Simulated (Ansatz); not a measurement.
# W (diamond type): the cost of one run

Computed with Ansatz 0.2.0 (DFT PBE, with the methods named in each step, unless a step's input says otherwise).

This is W in the diamond structure; at room conditions it is bcc.

### Step 1. The starting structure

It takes space group Fd-3m (No. 227, cubic). Conventional cell: a = 5.832 Å, b = 5.832 Å, c = 5.832 Å, α = 90.00°, β = 90.00°, γ = 90.00°. Around W (site symmetry -43m) lie 4 W at 2.53 Å.

Structure file:

```cif
data_structure
_symmetry_space_group_name_H-M 'P 1'
_symmetry_Int_Tables_number 1
_cell_length_a 4.1236
_cell_length_b 4.1236
_cell_length_c 4.1236
_cell_angle_alpha 60.000
_cell_angle_beta 60.000
_cell_angle_gamma 60.000
_cell_volume 49.58
loop_
_atom_site_label
_atom_site_type_symbol
_atom_site_fract_x
_atom_site_fract_y
_atom_site_fract_z
_atom_site_occupancy
W1 W 0.87500 0.87500 0.87500 1
W2 W 0.12500 0.12500 0.12500 1
```

Whether this phase is the stable one at these pressures isn't tested.

Atoms are numbered in the order of the input: W1, W2.

### Step 2. The reference volume, LAPW

Input file input.yaml:

```yaml
crystal:
  lattice:
    - [0.0, 2.9158088903, 2.9158088903]
    - [2.9158088903, 0.0, 2.9158088903]
    - [2.9158088903, 2.9158088903, 0.0]
  atoms:
    - { symbol: W, position: [-0.125, -0.125, -0.125] }
    - { symbol: W, position: [0.125, 0.125, 0.125] }
kpoints:
  mp_grid: { grid: [12, 12, 12] }
  band_path:
    path:
      - [0.0, 0.0, 0.0]
      - [0.5, 0.0, 0.5]
      - [0.625, 0.25, 0.625]
      - [0.375, 0.375, 0.75]
      - [0.0, 0.0, 0.0]
      - [0.5, 0.5, 0.5]
      - [0.5, 0.25, 0.75]
      - [0.5, 0.0, 0.5]
    npoints: 14
scf:
  occupations: { method: fermi_dirac, width: 0.1 }
hamiltonian:
  xc: pbe
  pseudopotentials: { kind: all_electron, lapw: { basis_error: 0.001 } }
output:
  forces: true
  stress: true
  eigenvalues: true
  populations: true
  dos: { projected: true, de: 0.2, e_range: [-14, 8] }
```

The run is started by

```sh
ansatz run input.yaml --threads 1 --pin off --max-ram 2048MiB --backend cpu --events-out ev --progress --plain --runs-dir out
```

What time and memory should one allow on 1 thread of Arm Neoverse V2, shared host?

About 88 s, with a peak of 0.57 GiB.
